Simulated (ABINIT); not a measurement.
Zn:

```xyz
2
Lattice="2.6700 0.0000 0.0000 -1.3350 2.3123 0.0000 0.0000 0.0000 4.9660" Properties=species:S:1:pos:R:3 pbc="T T T"
Zn    1.3350    0.7708    3.7245
Zn    0.0000    1.5415    1.2415
```

- Program: ABINIT 10.8.3 (patched build)
- Task: relaxation of cell and atoms
- Functional: PBEsol
- Potentials or basis: PseudoDojo NC SR PBEsol v0.4.1 standard
- Cutoff: 1143 eV
- k mesh: 8 × 8 × 4
- Occupations: fermi-dirac, width 0.05 eV
- Spin: no spin polarisation

At the start: pressure -5.7 GPa; volume 15.33 Å³/atom.

Q: How do energy, volume and symmetry change on relaxing?

A: Over 14 steps the energy falls by 51.3 meV/atom and the volume is 13.92 Å³/atom (-9.2 %); space group P6_3/mmc (No. 194, to 0.05 Å).

Step by step:
```tsv
step	energy change (eV)	largest force (eV/Å)	pressure (GPa)	volume (Å³)
1	0.0000	0.0000	-5.68	30.66
2	-0.0179	0.0000	-4.63	30.13
3	-0.0547	0.0000	2.05	27.68
4	-0.0593	0.0000	0.65	28.05
5	-0.0657	0.0000	-0.36	28.24
6	-0.0858	0.0000	-1.03	28.16
7	0.0124	0.0000	1.49	28.69
8	0.2577	0.0000	16.67	25.25
9	-0.0721	0.0000	-2.95	28.80
10	-0.1001	0.0000	-1.42	28.27
11	-0.1020	0.0000	-0.73	28.05
12	-0.1025	0.0000	0.20	27.79
13	-0.1025	0.0000	0.00	27.84
14	-0.1025	0.0000	0.00	27.84
```

Final structure:
```
Zn
1.0
     2.68337    0.00000    0.00000
    -1.34169    2.32387    0.00000
     0.00000    0.00000    4.46491
Zn
2
Direct
  0.66667 0.33333 0.75000
  0.33333 0.66667 0.25000
```
